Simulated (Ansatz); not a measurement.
# FeSi (P2_13) in Ansatz: band structure with HSE06

Aim: the band structure of FeSi with HSE06.

Program: Ansatz 0.2.0. These are calculated values, not measurements. Logs are shortened: lines on timing, memory, paths and dates and some standing lists are left out, and cuts for length are marked.

### 1 The structure

It takes space group P2_13 (No. 198, cubic). The conventional cell has a = 4.551 Å, b = 4.551 Å, c = 4.551 Å, α = 90.00°, β = 90.00°, γ = 90.00°. Fe (site symmetry 3) is surrounded by 7 Si at 2.32 to 2.55 Å. Around Si (site symmetry 3) lie 7 Fe at 2.32 to 2.55 Å.

### 2 Band structure, HSE06, collinear spin, ferromagnetic start

File input:

```
crystal:
  lattice:
    - [4.5507, 0.0, 0.0]
    - [0.0, 4.5507, 0.0]
    - [0.0, 0.0, 4.5507]
  atoms:
    - { symbol: Fe, position: [0.86348, 0.63652, 0.36348], spin: 3.0 }
    - { symbol: Fe, position: [0.63652, 0.36348, 0.86348], spin: 3.0 }
    - { symbol: Fe, position: [0.36348, 0.86348, 0.63652], spin: 3.0 }
    - { symbol: Fe, position: [0.13652, 0.13652, 0.13652], spin: 3.0 }
    - { symbol: Si, position: [0.1576, 0.3424, 0.6576] }
    - { symbol: Si, position: [0.3424, 0.6576, 0.1576] }
    - { symbol: Si, position: [0.6576, 0.1576, 0.3424] }
    - { symbol: Si, position: [0.8424, 0.8424, 0.8424] }
hamiltonian:
  xc: hse06
  pseudopotentials: { kind: paw }
magnetization:
  spin_polarized: true
kpoints:
  mp_grid: { grid: [4, 4, 4] }
  band_path:
    path:
      - [[0.0, 0.0, 0.0], [0.0, 0.5, 0.0], [0.5, 0.5, 0.0], [0.0, 0.0, 0.0], [0.5, 0.5, 0.5], [0.0, 0.5, 0.0]]
      - [[0.5, 0.5, 0.0], [0.5, 0.5, 0.5]]
    npoints: 4
scf:
  occupations: { method: fermi_dirac, width: 0.05 }
  n_extra_bands: 20
output:
  forces: true
  stress: true
  eigenvalues: true
  fatbands: false
  write_density: true
  write_potential: true
  elf: true
  volumetric_format: npy
```

Potentials or basis: Ansatz PAW.

Log:

```text
Warning: output.stress: scf.convergence.dr2_threshold = 1e-7 eV (the SCF's general default) is looser than the 8e-10 eV advised for a printed stress (1e-10 eV for each atom of the cell: 8). What an SCF threshold leaves in a stress goes as its square root, and in the free energy as the threshold itself, and one threshold admits the most on a small cell: of the crystals measured, under no hybrid functional and no lock of the moments, on runs that ended without the residual-converged pass, on stresses that held no estimate of that error, the worst erred by over 100 MPa in a component at 1e-7 eV an atom and by under 5 at 1e-10. Set scf.convergence.dr2_threshold to 8e-10 eV or tighter. The threshold is an SCF's pass mark: one that does not reach it within its budget of iterations ends unconverged, or closes short of it on a stop that the run arms, and scf.convergence.dr2_threshold's page says what that costs each kind of run
Warning: output.stress: scf.exx.energy_threshold = 1e-6 eV is looser than the 8e-8 eV advised for a stress under a hybrid functional (1e-8 eV for each atom of the cell: 8). Every SCF of the exchange loop can meet its threshold on dr2 while the loop round them stops early: no threshold on dr2 bounds what that leaves in the stress. Set scf.exx.energy_threshold to 8e-8 eV or tighter. The threshold is the loop's pass mark: a loop that does not reach it within its budget of cycles ends unconverged, and scf.exx.energy_threshold's page has the law
scf.n_extra_bands = 20 over 40 filled bands (N_el = 80.0): the run solves 60 bands
GPUs: using 1 of 1 available (devices: 1).
Engine: ansatz 0.2.0, x86_64-unknown-linux-gnu
Pseudopotentials: kind: paw
Pseudopotential: Fe, paw, valence charge 16, recommended cutoff 420 eV (normal), Fe.paw.azcp
Pseudopotential: Si, paw, valence charge 4, recommended cutoff 420 eV (normal), Si.paw.azcp
Functional definition: HSE06
  parameter a = 0.25
  parameter omega = 0.11/bohr
  exchange = pbe_x - a*pbe_x_sr(omega) + a*exact_x_sr(omega)
  correlation = pbe_c
device memory: the entry about to start is reckoned to put 1.4 GiB on a device that reports 50.4 GiB free (of which the cap on the GPU budget leaves the run 18.0 GiB)
GPU FFT provider: cuFFT
GPU libraries: cuBLAS 13.8.2, cuFFT 12.4.0, cuSOLVER 12.3.4
Crystal: 8 atoms, lattice volume = 94.240 Å³
Basis set: ecut = 420 eV, 1839 PW (Γ), exchange–correlation on 64×64×64 points (8 copies of the dense FFT grid, shifted against one another)
Bands: 60, of which v1, the nominal top of the filled ones, is band 40 counted from 1 (39 counted from 0)
Symmetry: 12 space group operations
Space group: P213 (ITA 198), of the structure as read, at distance tolerance 4.6e-5 Å
Magnetic group: BNS 198.9 (UNI 1511), of the structure as read, at distance tolerance 4.6e-5 Å
k-points: 11 of 64 (time reversal used)
Non-local potential: Fe, projectors of the file, l = 0: 3, l = 1: 2, l = 2: 3, l = 3: 1
Non-local potential: Si, projectors of the file, l = 0: 2, l = 1: 2, l = 2: 2
PAW form: soft (Blöchl's): semilocal exchange-correlation on the pseudo side does not see the compensation charge
PAW frozen core: Fe, regenerated for the run's functional, and the local potential with it (the file was generated under x = pbe(κ = 0.804, μ = 0.2195149727645171), c = pbe(β = 0.06672455060314922))
PAW frozen core: Si, regenerated for the run's functional, and the local potential with it (the file was generated under x = pbe(κ = 0.804, μ = 0.2195149727645171), c = pbe(β = 0.06672455060314922))
PAW one-centre angular grid: Fe, 590 points (default); XC on 64 Gauss nodes
PAW one-centre angular grid: Si, 110 points (default); XC on 64 Gauss nodes
Initial density: superposition of atomic densities (chi_scale 0.1, normalization cell)
Starting moments: Σ|m| = 12 μB on 4 of 8 sites
Initial wavefunctions: pseudopotential atomic-orbital guess
GPU buffer pool allocated for 32768 grid points (all kernels)
GPU transforms: local potential and band sums: pruned to the plane-wave sphere, on 32×32×32
Functional: x = pbe(κ = 0.804, μ = 0.2195149727645171), c = pbe(β = 0.06672455060314922), warm-up for x = pbe(κ = 0.804, μ = 0.2195149727645171) + 0.25 (exact − pbe) at short range (hse, ω = 0.20786987370883472 Å⁻¹), c = pbe(β = 0.06672455060314922); HSE06 as pw.x's `hse` composes it (authors' and Libxc's form: `xc: wpbeh`)
iter 1 solved again at ethr=4.40e-3 eV; its pass at ethr=1.00e-1 eV (dr2=3.52e0 eV) is discarded
SCF iter   1: F=—  HF=-20467.937259 eV  |F-HF|=—  |Δ(HF+E_count)|=         —  Δρ=9.94e-2 (↑8.52e-2 ↓9.94e-2)  dr2=3.50e0  dr2_m=6.93e0  M=5.835 μB ∫|m|=7.479 μB  β_m=0.30  ethr=4.40e-3  ⟨swp⟩=2.5  Hψ=6754  notcnv=0
[... 89 lines left out ...]
GPU FFT provider: cuFFT
GPU libraries: cuBLAS 13.8.2, cuFFT 12.4.0, cuSOLVER 12.3.4
GPU buffer pool allocated for 32768 grid points (all kernels)
GPU transforms: local potential and band sums: pruned to the plane-wave sphere, on 32×32×32
Exchange kernel: α = 0.2500, screened, ω = 0.2079 Å⁻¹, Wigner–Seitz truncation, v(0) = 1042.8129 eV·Å³, q-mesh 4×4×4, nearest image of the exchange supercell L = 18.20 Å, pair-density grid 24×24×24, without the augmentation charges, whose exchange is taken in its separable form by FFT convolution over the k-point mesh (sized by the pseudopotential files, 32×32×32 at the most), smooth part of the exact exchange by density-matrix convolution in up to 2.84 GiB of GPU memory as planned if the GPU has room (build and FFT work areas not counted)
Frozen-core exchange: fock
SCF iter   1: F=—  HF=-20461.766661 eV  |F-HF|=—  |Δ(HF+E_count)|=         —  Δρ=3.30e-6 (↑1.82e-6 ↓3.30e-6)  dr2=1.20e-8  dr2_m=2.96e-9  M=7.374 μB ∫|m|=10.652 μB  β_m=0.30  ethr=6.22e-10  ⟨swp⟩=5.4  Hψ=2975  notcnv=0
preconditioner: auto → Kerker (q_TF=auto, 2.655 Å⁻¹)  [metal: Δε(μ)=0.097 eV  Ē_g=10.768 eV  σ=0.050 eV  W_gap=0.45  n_scr=26 (ndim 8)  ℏωp=26.5 eV  f_vac=0.000  D(μ)=2.73/eV (n_scr^D=18)]
spin=Collinear: Kerker preconditioning applied to the charge; magnetization (m = ρ↑ − ρ↓) channel mixes plain (no charge-response kernel on spin).
SCF iter   2: F=—  HF=-20461.766661 eV  |F-HF|=—  |Δ(HF+E_count)|=   1.35e-8  Δρ=3.88e-6 (↑1.38e-6 ↓3.88e-6)  dr2=5.53e-9  dr2_m=4.51e-9  M=7.374 μB ∫|m|=10.652 μB  β_m=0.65  ethr=8.96e-12  ⟨swp⟩=3.8  Hψ=2846  notcnv=0  defer=2
SCF iter   3: F=—  HF=-20461.766661 eV  |F-HF|=—  |Δ(HF+E_count)|=   8.13e-9  Δρ=2.71e-6 (↑4.30e-7 ↓2.71e-6)  dr2=2.90e-9  dr2_m=1.86e-9  M=7.374 μB ∫|m|=10.652 μB  β_m=0.82  ethr=4.52e-12  ⟨swp⟩=3.9  Hψ=2636  notcnv=0  defer=4
SCF iter   4: F=—  HF=-20461.766661 eV  |F-HF|=—  |Δ(HF+E_count)|=   4.45e-9  Δρ=1.86e-6 (↑1.86e-6 ↓1.60e-6)  dr2=7.19e-9  dr2_m=3.58e-10  M=7.374 μB ∫|m|=10.652 μB  β_m=0.68  ethr=2.85e-12 (applied; sched 2.59e-12)  ⟨swp⟩=4.2  Hψ=3218  notcnv=0
SCF iter   5: F=-20461.766661 eV  HF=-20461.766661 eV  |F-HF|=3.27e-11  |Δ(HF+E_count)|=  4.33e-10  Δρ=2.59e-7 (↑2.38e-7 ↓2.59e-7)  dr2=7.43e-11  dr2_m=1.47e-11  M=7.374 μB ∫|m|=10.652 μB  ethr=2.73e-12 (applied; sched 2.59e-12)  ⟨swp⟩=4.1  Hψ=3162  notcnv=0
SCF 5 converged in 5 iterations: F = -20461.766661 eV  dr2 = 7.43e-11
  Residual-converged pass: ⟨swp⟩=3.0  Hψ=2739  notcnv=0  max |occ|·‖R‖ = 2.3e-7 eV (tolerance 2.7e-7 eV)  dr2=7.44e-11  dr2_m=1.52e-11  dr2_onsite=5.27e-11  max |Δocc| = 3.4e-13
hybrid outer 4: dexx = +7.132e-8 eV, tail = 6.01e-10 eV, Δε = 1.89e-4 eV (about 1.96e-5 eV left of the loop's levels), ΔF = 4.58e-5 eV/Å (tail 3.53e-5)
device memory: the entry about to start is reckoned to put 1.1 GiB on a device that reports 57.4 GiB free (of which the cap on the GPU budget leaves the run 18.0 GiB)
NSCF: frozen V_eff on 26 k-points, pencils in batches of 32, up to order 264
this state was not tested for a lower state beside it, because the functional holds exact exchange (a hybrid, or Hartree-Fock), whose exchange loop this test does not read (fock_operator); the stability check (scf.self_checks: high) cannot read this state: a pseudopotential is PAW: the check reads norm-conserving sets alone
hybrid SCF converged: 4 outer / 27 inner (+19 warm-up), last move |dexx| = 7.13e-8 eV, tail = 6.01e-10 eV
Magnetization: 7.3745 μB (43.6872 up, 36.3128 down)
Absolute magnetization: 10.6532 μB (∫|ρ↑−ρ↓|, with the PAW one-centre terms)
Spin contamination: 0.8723 ħ² per cell (⟨S²⟩ above its minimum at these occupations)
Per-site moments (μB) at R_I (Å): [(2.228820295697049, 0.9562849999618926), (2.2288202956970466, 0.9562849999618926), (2.228820295697047, 0.9562849999618926), (2.2288202956970484, 0.9562849999618926), (-0.15549617734374208, 0.9562849999618926), (-0.15549617734374194, 0.9562849999618926), (-0.15549617734374171, 0.9562849999618926), (-0.15549617734374277, 0.9562849999618926)]
Free energy (F): -20461.766661 eV
Frozen-core exchange: fock
Harris-Foulkes:  -20461.766661 eV  (|F-HF|=3.27e-11)
Internal energy: -20461.743560 eV  (E = F + TS)
E sigma→0 (E₀):  -20461.755111 eV
Entropy (-TS):   -0.023100 eV (-2.888 meV/atom)
Fermi energy:    16.103815 eV
--- Per-component energies (eV) ---
  E_band       = -1095.378381
  E_kinetic    = 1592.087939
  E_local      = -10809.497607  (includes V_loc(G=0)·N_el)
  E_nonlocal   = 973.440157
  E_hartree    = 4689.137353
  E_xc         = -566.103182
  E_vxc        = -645.802632  (∫ρ·V_xc dr)
  E_exx        = -319.099897  (= α·E_x^exact, valence–valence)
  E_paw        = -7335.338084  (= ΣΔE_a)
  E_vpaw       = -945.684101  (= ΣTr[D̂ρ^β])
  E_aug_tail   = 0.003384  (compensation charges beyond the density's cutoff)
  E_ewald      = -8685.322279
  E_core_change = -1.051345  (= ΣΔE_core)
  E_smearing   = -0.023100  (= −TS)
  E_closure    = 0.000000  (closes the sum)
  Σ components = -20461.766661   (vs F -20461.766661, Δ=3.64e-12)
--- Forces (eV/Å), atoms counted from 1 ---
  atom   1  Fe     0.14846230    -0.14846230     0.14846230
  atom   2  Fe    -0.14846230     0.14846230     0.14846230
  atom   3  Fe     0.14846230     0.14846230    -0.14846230
  atom   4  Fe    -0.14846230    -0.14846230    -0.14846230
  atom   5  Si    -0.36284640     0.36284640    -0.36284640
  atom   6  Si     0.36284640    -0.36284640    -0.36284640
  atom   7  Si    -0.36284640    -0.36284640     0.36284640
  atom   8  Si     0.36284640     0.36284640     0.36284640
  max |Σ_I F_I| component: 2.22e-16 eV/Å
--- Stress (GPa, compression-positive) ---
       -2.932273       0.000000      -0.000000
        0.000000      -2.932273       0.000000
        0.000000       0.000000      -2.932273
  P = ⅓ Tr σ = -2.9323 GPa (-29.323 kbar)
--- Band table (eV; the first three rows and the last of 22) ---
  k-point 0 ↑: bands = ["-78.6807", "-78.6667", "-78.6667", "-78.6667", "-43.4033", "-43.4033", "-43.4033", "-43.3580", "-43.3580", "-43.3444", "-43.3444", "-43.3444", "-43.0466", "-43.0466", "-43.0466", "-43.0032", "1.0720", "6.4500", "6.4500", "6.4500", "9.2071", "9.2071", "9.2071", "10.2747", "10.2747", "10.2747", "10.5301", "10.5301", "10.5665", "10.5665", "10.5665", "10.6735", "11.4889", "11.4889", "11.4889", "12.2139", "12.2139", "12.7805", "12.7805", "12.7805", "13.5353", "13.5353", "13.5353", "17.8325", "17.8325", "17.8325", "18.1972", "18.1972", "18.9219", "18.9219", "18.9219", "21.0559", "22.1342", "22.1342", "22.1342", "24.4108", "24.4108", "24.4108", "25.7445", "26.2720"]
  k-point 1 ↑: bands = ["-78.6792", "-78.6704", "-78.6661", "-78.6649", "-43.4152", "-43.4090", "-43.3842", "-43.3574", "-43.3521", "-43.3503", "-43.3497", "-43.3411", "-43.0512", "-43.0479", "-43.0357", "-43.0082", "1.5593", "4.8707", "6.6726", "7.3303", "8.4617", "9.3278", "9.6365", "9.8266", "9.8469", "10.3454", "10.4476", "10.4841", "10.5460", "10.7644", "10.9840", "11.0879", "11.2720", "11.6229", "11.8531", "12.1128", "12.2112", "12.3163", "12.5057", "12.6475", "13.3661", "13.5301", "15.3074", "16.3631", "16.4417", "16.6729", "17.4294", "19.1619", "19.7202", "19.7270", "20.5306", "21.3971", "21.7465", "22.5603", "22.9065", "22.9141", "23.8294", "24.8595", "25.4086", "26.6999"]
  k-point 2 ↑: bands = ["-78.6752", "-78.6752", "-78.6652", "-78.6652", "-43.4163", "-43.4163", "-43.3644", "-43.3644", "-43.3550", "-43.3550", "-43.3438", "-43.3438", "-43.0504", "-43.0504", "-43.0209", "-43.0209", "2.9425", "2.9425", "7.2195", "7.2195", "8.7223", "8.7223", "9.7360", "9.7360", "10.2307", "10.2307", "10.4331", "10.4331", "10.7147", "10.7147", "11.1796", "11.1796", "11.5508", "11.5508", "11.8472", "11.8472", "12.0856", "12.0856", "12.5594", "12.5594", "13.3892", "13.3892", "15.3855", "15.3855", "15.9229", "15.9229", "19.8787", "19.8787", "20.2083", "20.2083", "20.7899", "20.7899", "21.4247", "21.4247", "22.4567", "22.4567", "25.2355", "25.2355", "27.3328", "27.3328"]
  k-point 10 ↓: bands = ["-75.2926", "-75.2926", "-75.2926", "-75.2926", "-39.7189", "-39.7189", "-39.7189", "-39.7189", "-39.6232", "-39.6232", "-39.6232", "-39.6232", "-39.5438", "-39.5438", "-39.5438", "-39.5438", "5.1107", "5.1107", "5.1107", "5.1107", "7.9862", "7.9862", "7.9862", "7.9862", "13.2388", "13.2388", "13.2388", "13.2388", "13.7716", "13.7716", "13.7716", "13.7716", "15.7003", "15.7003", "15.7003", "15.7003", "16.0346", "16.0346", "16.0346", "16.0346", "18.0407", "18.0407", "18.0407", "18.0407", "21.2520", "21.2520", "21.2520", "21.2520", "22.3439", "22.3439", "22.3439", "22.3439", "24.1131", "24.1131", "24.1131", "24.1131", "26.4978", "26.4978", "26.4978", "26.4978"]
```

It took 3.3 min on 1 × NVIDIA H100 80GB HBM3 with 2 threads of AMD EPYC 7R13 (Zen 3), shared host; peak memory 2.4 GiB.

Results:

```yaml
Free_energy: -20461.7667 eV
Pressure: -2.9 GPa
Largest_force: 0.628 eV/Å
Band_gap_on_the_k_mesh: none (metal or under the smearing width)
Net_moment: 7.37 μB per cell
Absolute_moment: 10.65 μB per cell
Site_moments: Fe +2.23; Si -0.16 μB
```

Forces on the atoms (eV/Å):
```
Fe   0.148 -0.148  0.148
Fe  -0.148  0.148  0.148
Fe   0.148  0.148 -0.148
Fe  -0.148 -0.148 -0.148
Si  -0.363  0.363 -0.363
Si   0.363 -0.363 -0.363
Si  -0.363 -0.363  0.363
Si   0.363  0.363  0.363
```

Levels at the corners of the path, in eV from the Fermi level:
Spin up:
```csv
point,band 42,band 43,band 44,band 45,band 46,band 47
Γ,-2.57,-2.57,1.73,1.73,1.73,2.09
X,-2.71,-0.72,-0.72,-0.18,-0.18,3.77
M,-1.87,-1.51,-1.51,0.92,0.92,1.50
Γ,-2.57,-2.57,1.73,1.73,1.73,2.09
R,-2.90,-2.90,-2.90,5.12,5.12,5.12
X,-2.71,-0.72,-0.72,-0.18,-0.18,3.77
M,-1.87,-1.51,-1.51,0.92,0.92,1.50
R,-2.90,-2.90,-2.90,5.12,5.12,5.12
```
Spin down:
```tsv
point	band 34	band 35	band 36	band 37	band 38	band 39
Γ	-2.38	-2.38	0.64	0.64	0.64	1.61
X	-1.96	-1.10	-1.10	0.79	0.79	1.21
M	-1.46	-0.96	-0.96	-0.46	-0.46	1.08
Γ	-2.38	-2.38	0.64	0.64	0.64	1.61
R	-0.40	-0.40	-0.40	-0.07	-0.07	-0.07
X	-1.96	-1.10	-1.10	0.79	0.79	1.21
M	-1.46	-0.96	-0.96	-0.46	-0.46	1.08
R	-0.40	-0.40	-0.40	-0.07	-0.07	-0.07
```

Caveat: the magnetic or orbital state may not be the lowest; the PAW data sets come from PBE, with cores solved anew for the run's functional, which leaves a small shift of forces and pressure; the thresholds are loose for stress.
